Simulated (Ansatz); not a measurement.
Set up this calculation in Ansatz 0.2.0, as the native input.

* Task: single point
* Functional: PBE
* Potentials or basis: Ansatz PAW
* Cutoff: 420 eV (not typed: the program's choice for these potentials)
* k mesh: 10 × 10 × 5
* Occupations: gaussian, width 0.023 eV
* Spin: no spin polarisation

The system is Hf.

```
CELL_PARAMETERS angstrom
3.19670 0.00000 0.00000
-1.59835 2.76842 0.00000
0.00000 0.00000 5.05780
ATOMIC_POSITIONS crystal
Hf 0.66667 0.33333 0.75000
Hf 0.33333 0.66667 0.25000
```

One way to write it, as run:

input.yaml

```yaml
crystal:
  lattice:
    - [3.1967, 0.0, 0.0]
    - [-1.59835, 2.7684234083, 0.0]
    - [0.0, 0.0, 5.0578]
  atoms:
    - { symbol: Hf, position: [0.6666666667, 0.3333333333, 0.75] }
    - { symbol: Hf, position: [0.3333333333, 0.6666666667, 0.25] }
hamiltonian:
  xc: pbe
  pseudopotentials: { kind: paw }
kpoints:
  mp_grid: { grid: [10, 10, 5] }
scf:
  occupations: { method: gaussian, width: 0.023 }
output:
  forces: true
  stress: true
  eigenvalues: true
```

Potentials or basis: Ansatz PAW.

Run with:

```sh
$ ansatz run input.yaml --threads 2 --pin off --max-ram 5632MiB --backend cpu --events-out ev --progress --plain --runs-dir out
```

Results of the run:

```
Pressure               : 0.6 GPa
Band gap on the k mesh : none (metal or under the smearing width)
```

Run time: 2.7 s on 2 threads of Intel(R) Xeon(R) Processor @ 2.50GHz (Skylake/Cascade Lake), with other jobs on the host, peak memory 0.37 GiB.
